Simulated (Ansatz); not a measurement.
# Al6O: the cost of one run

Program: Ansatz 0.2.0. Level of theory: DFT PBEsol, scalar-relativistic, plane waves, PAW. These are calculated values, not measurements.

5 further runs of the same task are left out: 1 that didn't finish, 4 set aside as unsound or not needed.

### Step 1. The system as given

Symmetry: Pmm2, No. 25, orthorhombic system. Conventional cell: a = 2.839 Å, b = 4.016 Å, c = 24.099 Å, α = 90.00°, β = 90.00°, γ = 90.00°. Al (site symmetry mm2) is surrounded by 7 Al at 2.84 Å. Al (site symmetry mm2) has 11 Al at 2.77 to 2.84 Å as nearest neighbours. Al (site symmetry mm2) has 12 Al at 2.81 to 2.84 Å as nearest neighbours. Al (site symmetry mm2) has 12 Al at 2.74 to 2.87 Å as nearest neighbours. Around Al (site symmetry mm2) lie 11 Al at 2.76 to 2.87 Å. Around Al (site symmetry mm2) lie 7 Al at 2.74 to 2.84 Å.

Coordinates:

```xyz
6
Lattice="2.8394 0.0000 0.0000 0.0000 4.0156 0.0000 0.0000 0.0000 24.0986" Properties=species:S:1:pos:R:3 pbc="T T T"
Al    1.4197    2.0078    8.5000
Al    0.0000    0.0000    9.9197
Al    1.4197    2.0078   11.3394
Al    0.0000    0.0000   12.6921
Al    1.4197    2.0078   14.1745
Al    0.0000    0.0000   15.4350
```

Miller indices refer to the conventional cell of the relaxed bulk, Fm-3m (No. 225): a = 4.016 Å, b = 4.016 Å, c = 4.016 Å, α = 90.00°, β = 90.00°, γ = 90.00°.

This (110) slab, 7.1 Å thick as cut, with 17 Å of vacuum; its outer planes are Al (top) and Al (bottom), was relaxed beforehand with its lower half held: -3145.5615 eV, work function 3.90 eV.

### Step 2. Start: O, top (Al)

Contents of input.yaml:

```yaml
crystal:
  lattice:
    - [2.8394270062, 0.0, 0.0]
    - [0.0, 4.0155561815, 0.0]
    - [0.0, 0.0, 26.0985675155]
  atoms:
    - { symbol: Al, position: [0.5, 0.5, 0.3256883733] }
    - { symbol: Al, position: [0.0, 0.0, 0.3800865123] }
    - { symbol: Al, position: [0.5, 0.5, 0.4344846513] }
    - { symbol: Al, position: [0.0, 0.0, 0.4863154555] }
    - { symbol: Al, position: [0.5, 0.5, 0.5431153486] }
    - { symbol: Al, position: [0.0, 0.0, 0.5914115929] }
    - { symbol: O, position: [0.0, 0.0, 0.6634461978] }
basis:
  ecutwfc: 420
kpoints:
  mp_grid: { grid: [10, 7, 1] }
hamiltonian:
  xc: pbesol
scf:
  occupations: { method: gaussian, width: 0.1 }
output:
  forces: true
  eigenvalues: true
relax:
  adjacent_minimum: "off"
  f_tol: 0.03
  max_steps: 70
  constraints: [{ sites: [0, 1, 2] }]
efield:
  axis: 3
  dipole_correction: true
  ramp_width: 0.04
```

Started as:

```console
$ ansatz run input.yaml --threads 1 --pin off --max-ram 2560MiB --backend cpu --events-out ev --progress --plain --runs-dir out
```

Q: Estimate wall time and peak memory on 1 thread of Intel Xeon 6975P-C (Granite Rapids), shared host.

About 54 s, with a peak of 0.53 GiB.
